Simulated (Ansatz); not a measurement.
The computed numbers are results of PBEsol, scalar-relativistic (no spin polarisation) in the plane-wave PAW code Ansatz at 420 eV, Γ-centred 10×10×10 mesh, 0.05 eV Gaussian smearing. The datasets are Ansatz's generated set soft_2.

A compound XF2 has these computed properties.

```yaml
Space_group: Fm-3m (No. 225)
Conventional_cell: a = 5.420 Å, b = 5.420 Å, c = 5.420 Å, α = 90.00°, β = 90.00°, γ = 90.00°
Volume: 13.27 Å³/atom
Band_gap: 7.25 eV
Smallest_direct_gap: 7.51 eV
Formation_energy_from_the_elements_0_K_uncorrected: -3.96 eV/atom
Bulk_modulus_Birch–Murnaghan: 86 GPa
Pressure_derivative_B0′: 4.3
Shear_modulus_Hill: 42 GPa
Young's_modulus: 108 GPa
Poisson's_ratio: 0.29
Elastically_stable: yes
```

Sites: X on 4a, F on 8c.

Problem. Which element is X?
A. Ti
B. K
C. Sc
D. Ca

Solution. D. X is Ca, so the compound is CaF2.

The start was a prototype's sites filled with these elements; the Crystallography Open Database holds the compound in this structure.

Semilocal functionals underestimate band gaps, commonly by a third or more.
